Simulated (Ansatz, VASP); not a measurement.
# NaI: VASP beside Ansatz

```
Na I
1.0
     0.00000    3.26464    3.26464
     3.26464    0.00000    3.26464
     3.26464    3.26464    0.00000
Na I
1 1
Direct
  0.50000 0.50000 0.50000
  0.00000 0.00000 0.00000
```

The cell was built by a generator and needn't be a form met in nature.

Alike in both runs: task single point; functional PBE; k mesh 6 × 6 × 6; occupations gaussian, width 0.02 eV; no spin polarisation.

|  | VASP | Ansatz |
| --- | --- | --- |
| version | VASP 6.6.1 | Ansatz 0.2.0 |
| potentials or method | VASP PAW PBE potentials, release 64 (Na_pv, I) | scalar-relativistic, plane waves, PAW |
| plane-wave cutoff (eV) | 520 | 420 |
| valence electrons in the cell | 14 | 26 |

Ansatz gave:

- gap on the k mesh at the Fermi level (eV): 3.58
- least direct gap on the mesh (eV): 3.58

Q: What did VASP give for the same quantities?

A: gap on the k mesh at the Fermi level (eV): 3.57; least direct gap on the mesh (eV): 3.57.

The functional is the same, so the differences come from potentials, cutoffs and numerics. The two sets of potentials don't hold the same shells in valence.

Caveats: spin-orbit coupling is left out, which moves the levels of the heavy elements. As with any semilocal functional, this PBE gap is likely too small.
